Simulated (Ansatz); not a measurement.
## Fe3Co: how the k-point mesh moves the results

Computed with DFT PBEsol, scalar-relativistic, plane waves, PAW (Ansatz 0.2.0).

```
Fe Co
1.0
     4.02358    0.00000    0.00000
     0.00000    4.02358    0.00000
     0.00000    0.00000    2.82771
Fe Co
3 1
Direct
  0.50000 0.50000 0.00000
  0.50000 0.00000 0.50000
  0.00000 0.50000 0.50000
  0.00000 0.00000 0.00000
```

```
plane-wave cutoff                               : 420 eV
occupation rule                                 : Gaussian smearing, 0.1 eV
list of starting moments (μB, in atom order)    : 2.6 2.87 2.87 1.99
check for lower electronic states after the SCF : on
```

The atoms stay fixed while the k-point mesh is varied. ΔE is the energy extrapolated to zero smearing, less that of the reference run (14×14×18). The cell isn't necessarily relaxed at this level. The meshes are Γ-centred. Pressure is positive in compression.

Times are rough; the reference took 3.2 min on 1 thread of Oxide Virtual Turin-like Processor (Zen 5) (shared host), peak memory 1.2 GiB.

Task: Tried: 1×1×1, 2×2×2, 2×2×4, 4×4×6, 6×6×6, 6×6×8, 6×6×10, 8×8×10, 8×8×12, 10×10×14, 12×12×16, 14×14×18. From which k-point mesh on does the energy per atom stay within 100, 10 and 1 meV of the reference?

Result: 4×4×6 for 100 meV, 6×6×6 for 10 meV, 10×10×14 for 1 meV. The reference itself isn't shown to be converged.

| mesh | ΔE (meV/atom) | P (GPa) | cell moment (μB) | irreducible points | wall time (s) |
| --- | --- | --- | --- | --- | --- |
| 1×1×1 | 36.4 | 6.85 | 12.73 | 1 | 4.9 |
| 2×2×2 | 398 | -5.95 | 9.29 | 6 | 11 |
| 2×2×4 | 124 | -4.36 | 9.89 | 9 | 6 |
| 4×4×6 | 15.0 | -8.61 | 9.06 | 24 | 18 |
| 6×6×6 | 7.14 | -8.67 | 9.03 | 40 | 31 |
| 6×6×8 | 2.80 | -7.54 | 9.25 | 50 | 33 |
| 6×6×10 | 2.15 | -7.44 | 9.27 | 60 | 38 |
| 8×8×10 | 1.50 | -7.86 | 9.20 | 90 | 34 |
| 8×8×12 | 1.35 | -7.83 | 9.21 | 105 | 51 |
| 10×10×14 | 0.03 | -7.83 | 9.22 | 168 | 59 |
| 12×12×16 | 0.11 | -7.69 | 9.25 | 252 | 140 |
| 14×14×18 | 0.00 | -7.80 | 9.23 | 360 | 190 |

The check for lower electronic states wasn't made in the run 1×1×1. Moments started parallel; other magnetic orders weren't tried and can lie lower.

4 further runs of this set didn't finish or converge.